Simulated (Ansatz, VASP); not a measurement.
# ZnSe (Stilleite): VASP beside Ansatz

```xyz
2
Lattice="0.0000 2.8338 2.8338 2.8338 0.0000 2.8338 2.8338 2.8338 0.0000" Properties=species:S:1:pos:R:3 pbc="T T T"
Se    4.2507    4.2507    4.2507
Zn    0.0000    0.0000    0.0000
```

Alike in both runs: task single point; functional PBEsol; k mesh 6 × 6 × 6; occupations fermi-dirac, width 0.05 eV; no spin polarisation.

```csv
,VASP,Ansatz
version,VASP 6.6.1,Ansatz 0.2.0
potentials or method,"VASP PAW PBE potentials, release 64 (Se, Zn), cutoff 520 eV",all-electron PAW datasets made for the crystal
```

|  | VASP | Ansatz | Ansatz less VASP |
| --- | --- | --- | --- |
| gap on the k mesh at the Fermi level (eV) | 1.17 | 1.17 | -0.001 |
| least direct gap on the mesh (eV) | 1.17 | 1.17 | -0.001 |
| pressure (GPa) | -0.9 | -1.1 | -0.24 |

Ansatz ran all-electron here, so the differences hold the error of VASP's frozen core and of both bases.

Caveats: the PAW data sets were made with another functional, which shifts forces and pressure a little (VASP). A hybrid or GW would open this gap; PBEsol tends to underestimate it.
